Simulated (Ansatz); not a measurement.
HgTe: the change of pressure with volume scale

Results calculated with Ansatz 0.2.0, not measured. Periodic Kohn-Sham DFT of a crystal at fixed atoms, scaled to volume_scale times the given cell; pressure positive in compression, energy less spherical unpolarised free atoms, largest_vzz the field gradient of largest size among the nuclei.

The cell before it is scaled or strained (space group F-43m, No. 216):
```
HgTe
1.0
      0.0000     3.2235     3.2235
      3.2235     0.0000     3.2235
      3.2235     3.2235     0.0000
Hg Te
1 1
Direct
  0.00000 0.00000 0.00000
  0.75000 0.75000 0.75000
```

Settings of every row: method all-electron PAW; functional PBEsol; relativity scalar; k mesh 9x9x9; filling fermi-dirac; smearing width 0.05 eV; nucleus gaussian.

Atom start moment: 0 on all atoms.

Limits: no spin-orbit coupling on heavy atoms.

| row | volume scale | V (Å³/atom) | pressure (GPa) |
| --- | --- | --- | --- |
| 1 | 0.94 | 31.486 | 4.854 |
| 2 | 0.96 | 32.155 | 3.535 |
| 3 | 0.98 | 32.825 | 2.365 |
| 4 | 0.99 | 33.16 | 1.831 |
| 5 | 1 | 33.495 | 1.328 |
| 6 | 1.01 | 33.83 | 0.854 |
| 7 | 1.02 | 34.165 | ? |
| 8 | 1.04 | 34.835 | -0.41 |
| 9 | 1.06 | 35.505 | -1.134 |

Question: what pressure should row 7 give?

Worked fit of pressure. Take u = (V_r/V)^(2/3) − 1 with V_r = 33.328 Å³ an atom, which is twice the finite (Eulerian) strain; such expansions in the strain, on which the Birch-Murnaghan equation of state is built, carry the rest volume and the bulk modulus. The shown rows have u = 0.03863, 0.02417, 0.01019, 0.00337, -0.00333, -0.00992, -0.02905, -0.04131. Least squares give pressure = 1.5749 + 75.083 × u + 242.16 × u² + 296 × u³ GPa; a parabola predicts inner rows, each left out in turn, worse (root mean square 0.0045 against 0.00087 GPa). The rows lie off it by 0.000, 0.000, 0.000, 0.000, 0.000, 0.000, -0.001, 0.000. The pressure vanishes at u = -0.0226, or V = 34.49 Å³ an atom, and there the bulk modulus at fixed shape and fractions is B = −V dP/dV = (2/3)(1 + u) dP/du = 42.1 GPa. The withheld row has u = -0.0164, so the fit gives 1.5749 + 75.083 × (-0.0164) + 242.16 × (-0.0164)² + 296 × (-0.0164)³ = 0.407 GPa.

The calculation gave 0.407 GPa. The fit meets it to the printed digit.
